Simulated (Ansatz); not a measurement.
TiSi2: energy along a strain

TiSi2, Cmcm, a = 3.548 Å, b = 13.561 Å, c = 3.579 Å. This isn't the usual stable structure of the compound. Ansatz: PBE, PAW, 420 eV, Γ-centred 14×14×14 mesh on 6 atoms, Gaussian smearing 0.15 eV; no spin polarisation. Cell vectors (Å): 1.774 -6.780 0.000; 1.774 6.780 0.000; 0.000 0.000 3.579. The cell is strained by x per cent times the pattern (0 1 0 0 0 0) in the order xx yy zz yz xz xy (engineering shears), with fractional coordinates held. y is the free energy over the start, V0 = 14.349 Å³/atom.

| x (%) | y (meV/atom) |
| --- | --- |
| -6.00 | 44.62 |
| -4.50 | ? |
| -3.00 | 10.34 |
| -1.50 | 2.50 |
| 0.00 | 0.00 |
| 1.50 | 2.28 |
| 3.00 | 8.83 |
| 4.50 | 19.20 |
| 5.25 | 25.68 |
| 6.00 | 32.97 |

Q: Fit y = c2 x² + c3 x³ to the other rows, get the stiffness along the pattern, and predict the missing energy.

A: Least squares on the rows shown. y = 1.0757 x² − 0.027148 x³. The clamped-ion stiffness p·C·p = 2 × 10.76 eV × 160.2 / 14.349 Å³ = 240 GPa, which is C22 in these axes. At x = -4.50 the fit asked for gives 24.26 meV/atom. The run gave 24.16 meV/atom, so the fit is 0.10 meV/atom too high, within twice the rms miss on the fitted rows (0.08 meV/atom).

Cost: 10 runs of about 3.9 core-minutes in all, on AMD EPYC 9R45 (Zen 5) (shared hosts).